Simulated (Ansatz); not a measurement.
Co, DFT, PBE, PAW with Ansatz's default frozen-core files, scalar-relativistic (Ansatz 0.2.0), run on 1 thread of Intel(R) Xeon(R) 6975P-C (Granite Rapids) on a shared host.

The cell comes from COD entry 9011615, which wasn't checked; take it as a given geometry. It differs from other determinations. The listed cell was then made from it by scaling, straining or moving an atom.

Command: `ansatz run input.yaml --threads 1 --pin off --max-ram 3072MiB --backend cpu --events-out ev --progress --plain --runs-dir out`

```yaml
crystal:
  lattice:
    - [2.5190008694, -0.037785013, -0.037785013]
    - [-1.2922232159, 2.2004112516, -0.0138302747]
    - [-0.061365, -0.061365, 4.091]
  atoms:
    - { symbol: Co, position: [0.3333333333, 0.6666666667, 0.25], spin: 2.0 }
    - { symbol: Co, position: [0.6666666667, 0.3333333333, 0.75], spin: 2.0 }
magnetization:
  spin_polarized: true
kpoints:
  mp_grid: { grid: [19, 19, 10] }
scf:
  occupations: { method: fermi_dirac, width: 0.05 }
hamiltonian:
  xc: pbe
  pseudopotentials: { kind: paw }
output:
  forces: true
  stress: true
  eigenvalues: true
  efg: { contact_densities: true }
  write_density: true
  write_potential: true
  elf: true
  volumetric_format: npy
```

Problem. How large is the problem that the program sets up?

Solution. 1806 irreducible k-points, 433 plane waves at Γ, 23 bands.

Problem. About how long does it take, and how much memory does it use?

Solution. 87 s of wall time for 11 SCF iterations, with a peak of 1.5 GiB. Times on shared machines scatter by tens of per cent.
